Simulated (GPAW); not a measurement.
**I in GPAW: convergence with plane-wave cutoff (eV)**

I:

```
CELL_PARAMETERS angstrom
0.00000 2.36560 3.90984
2.19225 0.00000 3.90984
2.19225 2.36560 0.00000
ATOMIC_POSITIONS crystal
I 0.00000 0.00000 0.00000
```

```yaml
Program: GPAW 26.7.0
Task: convergence study
Functional: LDA
Potentials_or_basis: the program's PAW data sets (release 1.2.1) made for this functional
Cutoff: 200 eV
Basis: pw
k_mesh: 7 × 7 × 7
Occupations: fermi-dirac, width 0.05 eV
Spin: no spin polarisation
```

These are the settings of the first run; the series varies plane-wave cutoff (eV), with any setting tied to it.

Hardware: 1 thread of Arm Neoverse V1, with other jobs on the host.

Problem. The values tried are 200, 250, 300, 350, 400, 500, 600, 800, 1000, loosest first. From which on does the pressure stay within 0.1 GPa of the tightest run that finished?

Solution. From 250 on.

| plane-wave cutoff (eV) | energy less the tightest run, at zero smearing (meV/atom) | pressure (GPa) | SCF cycles | CPU time (s) | peak memory (GiB) |
| --- | --- | --- | --- | --- | --- |
| 200 | 9.74 | -2.21 | 9 | 5 | 0.12 |
| 250 | 4.81 | -2.06 | 9 | 8.7 | 0.12 |
| 300 | 3.98 | -2.10 | 9 | 7.5 | 0.13 |
| 350 | 2.07 | -2.09 | 9 | 7.6 | 0.13 |
| 400 | 1.11 | -2.08 | 9 | 15 | 0.14 |
| 500 | 0.63 | -2.07 | 9 | 17 | 0.14 |
| 600 | 0.38 | -2.07 | 9 | 22 | 0.16 |
| 800 | 0.07 | -2.07 | 9 | 30 | 0.18 |
| 1000 | 0.00 | -2.07 | 9 | 48 | 0.21 |

Against the tightest run, the energy stays within 1 meV/atom from 500 on. The tightest run that finished is the yardstick and may itself not be fully converged.

Caveat, for the tightest run too: an odd number of electrons without spin polarisation forces a metal; a magnetic or distorted state may lie lower. Spin-orbit coupling is left out, which matters for the levels of I.
